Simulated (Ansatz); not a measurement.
MgO:

```
Mg O
1.0
     2.93802    0.00000    0.00000
    -1.46901    2.54440    0.00000
     0.00000    0.00000    2.67968
Mg O
1 1
Cartesian
  0.0000 0.0000 0.0000
  0.0000 1.6963 1.3398
```

Measurements of this composition are mostly on another form, of space group No. 225.

| Property | Result |
| --- | --- |
| Program | Ansatz 0.2.0 |
| Task | relaxation of cell and atoms |
| Functional | HF |
| Potentials or basis | Ansatz PAW |
| Cutoff | 420 eV (not typed: the program's choice for these potentials) |
| k mesh | 5 × 5 × 5 |
| Occupations | fermi-dirac, width 0.05 eV |
| Spin | no spin polarisation |

At the start: volume 10.02 Å³/atom.

Question: Where does the relaxation end?

Answer: It ends after 8 steps and the volume is 9.48 Å³/atom (-5.3 %); space group P-6m2 (No. 187, to 0.05 Å).

The path:
```
step  energy change (eV)  largest force (eV/Å)  volume (Å³)
   1              0.0000                0.0000        20.03
   2             -0.0223                0.0000        19.51
   3             -0.0294                0.0000        18.88
   4             -0.0302                0.0000        18.96
   5             -0.0303                0.0000        18.98
   6             -0.0297                0.0000        18.98
   7             -0.0297                0.0000        18.97
   8             -0.0297                0.0000        18.97
```

Final structure:
```
Mg O
1.0
     2.88708    0.00000    0.00000
    -1.44354    2.50028    0.00000
     0.00000    0.00000    2.62738
Mg O
1 1
Cartesian
  0.0000 0.0000 0.0000
  0.0000 1.6669 1.3137
```

Caveat: the k mesh is coarse (spacing up to 0.49 Å⁻¹), so the values aren't converged, least of all with exact exchange; the plane-wave basis is chosen anew once the cell has moved, so the energies of steps on either side of that aren't comparable; the PAW data sets come from PBE, with cores solved anew for the run's functional, which leaves a small shift of forces and pressure.
